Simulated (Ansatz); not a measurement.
# CuO: the cost of one run

Computed with Ansatz 0.2.0 (DFT PBE+U, PAW, plane waves, scalar-relativistic; U − J = 4 eV on Cu d, unless a step's input says otherwise).

## Step 1: Starting point

Symmetry: Cc, No. 9, monoclinic system. The conventional cell has a = 4.689 Å, b = 3.427 Å, c = 5.132 Å, α = 90.00°, β = 99.65°, γ = 90.00°. Cu (site symmetry 1) is surrounded by 4 O at 1.91 to 2.02 Å. O (site symmetry 1) has 4 Cu at 1.91 to 2.02 Å in its first shell of neighbours.

Structure file:

```cif
data_structure
_symmetry_space_group_name_H-M 'Cc'
_symmetry_Int_Tables_number 9
_cell_length_a 4.6893
_cell_length_b 3.4268
_cell_length_c 5.1321
_cell_angle_alpha 90.000
_cell_angle_beta 99.653
_cell_angle_gamma 90.000
_cell_volume 81.30
loop_
_atom_site_label
_atom_site_type_symbol
_atom_site_symmetry_multiplicity
_atom_site_Wyckoff_symbol
_atom_site_fract_x
_atom_site_fract_y
_atom_site_fract_z
_atom_site_occupancy
Cu1 Cu 4 a 0.25000 0.24680 0.00000 1
O1 O 4 a 0.48850 0.91710 0.25370 1
```

Labels such as O4 number the atoms in the order of the input file.

Known so far: 7 plain starts ended in 3 states. The lowest came from “opposed moments +-, plain SCF [Cu1 1.00, Cu2 -1.00 μB]”: antiferromagnetic, site moments Cu1 0.53, Cu2 -0.53 μB, total 0.00 μB per cell, a gap of 0.35 eV on the k-mesh, free energy -14380.8011 eV.

Runs to come: parallel moments, default search for lower states; opposed moments +-, default search for lower states; whole orbital fillings typed, symmetry off, plain SCF; the moments typed in its input, standard search for lower states; the moments typed in its input, symmetry off, default search.

A plain SCF has the search for lower states switched off and ends at the first converged state. The default search lets the program follow hints of a lower state (another filling of open shells, a soft direction), where it sees any. The standard and full searches may also try other magnetic orders and fillings, and need not reach the lowest state. With a search on, the program may also reshape the start on open shells. 

The total moment includes the space between the atomic spheres.

## Step 2: Parallel moments, default search for lower states

The input, input.yaml:

```yaml
crystal:
  lattice:
    - [2.34465, -1.7134, 0.0]
    - [2.34465, 1.7134, 0.0]
    - [-0.86055, 0.0, 5.05944]
  atoms:
    - { symbol: Cu, position: [0.0032, 0.4968, 0.0], spin: 1.0 }
    - { symbol: Cu, position: [0.4968, 0.0032, 0.5], spin: 1.0 }
    - { symbol: O, position: [0.5714, 0.4056, 0.2537] }
    - { symbol: O, position: [0.4056, 0.5714, 0.7537] }
magnetization:
  spin_polarized: true
hamiltonian:
  xc: pbe
  pseudopotentials: { kind: paw }
  hubbard: { sites: [{ species: Cu, l: d, u_eff: 4.0 }] }
basis:
  ecutwfc: 420
kpoints:
  mp_grid: { grid: [7, 7, 4] }
scf:
  occupations: { method: fermi_dirac, width: 0.05 }
output:
  forces: true
  stress: true
  write_density: true
  write_potential: true
  elf: true
  volumetric_format: npy
```

The run is started by

```
ansatz run input.yaml --threads 2 --pin off --max-ram 5120MiB --backend cpu --events-out ev --progress --plain --runs-dir out
```

What time and memory should one allow on 2 threads of Arm Neoverse V1, shared host?

About 36 s, with a peak of 0.42 GiB.
